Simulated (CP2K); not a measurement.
Runs of CP2K 2026.2 on WC (Qusongite). Symmetry: P-6m2, No. 187, hexagonal system. The conventional cell has a = 2.907 Å, b = 2.907 Å, c = 2.837 Å, α = 90.00°, β = 90.00°, γ = 120.00°. W (site symmetry -6m2) is surrounded by 6 C at 2.20 Å. Around C (site symmetry -6m2) lie 6 W at 2.20 Å. 

```csv
task,level,potentials or basis,cell,k mesh,smearing,EPS_DEFAULT,k points reduced by the point group,points a segment of the path (NPOINTS),bands added on the path,CUTOFF of the grids,gap on the mesh (eV),pressure (GPa),largest force (eV/Å)
band structure,PBE,"GTH_POTENTIALS W GTH-PADE-q14, C GTH-PADE-q4; DZVP-MOLOPT-SR-GTH basis",as given,10 × 10 × 9,fermi-dirac 0.05 eV,1.0E-10,yes,6,2,450 Ry,none,-20.8,-
band structure,LDA,"POTENTIAL_UZH W GTH-PBE-q14, C GTH-PBE-q4; TZVP-MOLOPT-PBE-GTH basis",as given,10 × 10 × 9,fermi-dirac 0.05 eV,1.0E-10,yes,6,6,675 Ry,none,-6.5,-
band structure,PBE,"POTENTIAL_UZH W GTH-PBE-q14, C GTH-PBE-q4; TZVP-MOLOPT-PBE-GTH basis",as given,10 × 10 × 9,fermi-dirac 0.05 eV,1.0E-10,yes,10,4,450 Ry,none,(a),-
band structure,PBE,"POTENTIAL_UZH W GTH-SCAN-q14, C GTH-SCAN-q4; DZVP-MOLOPT-SR-GTH basis",as given,10 × 10 × 9,fermi-dirac 0.05 eV,1.0E-10,yes,6,2,450 Ry,none,-2.0,-
band structure,TB-mBJ,"POTENTIAL_UZH W GTH-PBE-q14, C GTH-PBE-q4; TZVP-MOLOPT-PBE-GTH basis",as given,10 × 10 × 9,fermi-dirac 0.05 eV,1.0E-10,yes,8,4,675 Ry,none,-,-
relaxation of cell and atoms,LDA,"GTH_POTENTIALS W GTH-PADE-q14, C GTH-PADE-q4; TZVP-MOLOPT-PBE-GTH basis",relaxed,8 × 8 × 7,fermi-dirac 0.1 eV,1.0E-9,-,-,-,450 Ry,none,-0.1,0.17
band structure,PBE,"GTH_POTENTIALS W GTH-BLYP-q14, C GTH-BLYP-q4; DZVP-MOLOPT-SR-GTH basis",as given,10 × 10 × 9,fermi-dirac 0.05 eV,1.0E-10,yes,6,2,450 Ry,none,(b),-
relaxation of cell and atoms,PBEsol,"POTENTIAL_UZH W GTH-PBE-q14, C GTH-PBE-q4; TZVP-MOLOPT-PBE-GTH basis",relaxed,8 × 8 × 7,fermi-dirac 0.05 eV,1.0E-10,-,-,-,450 Ry,none,0.0,0.01
```

Alike in all rows: no spin polarisation.

Estimate the missing entries.

(a) 2.7; (b) 1.7.

Caveats: the basis of atomic orbitals isn't converged, which shifts pressures, moduli and gaps; the potentials were made for another functional, which shifts forces and pressure (some runs); this is a model potential without an energy functional, so only levels have meaning (some runs); more than 0.5 GPa of stress was left at the end, so the final cell isn't listed (some runs).

A k mesh can miss the band edges, and the runs leave out spin-orbit coupling on W.

A gap of «none» marks a metal or a gap under the smearing width.

Not every run made on this cell is shown here.
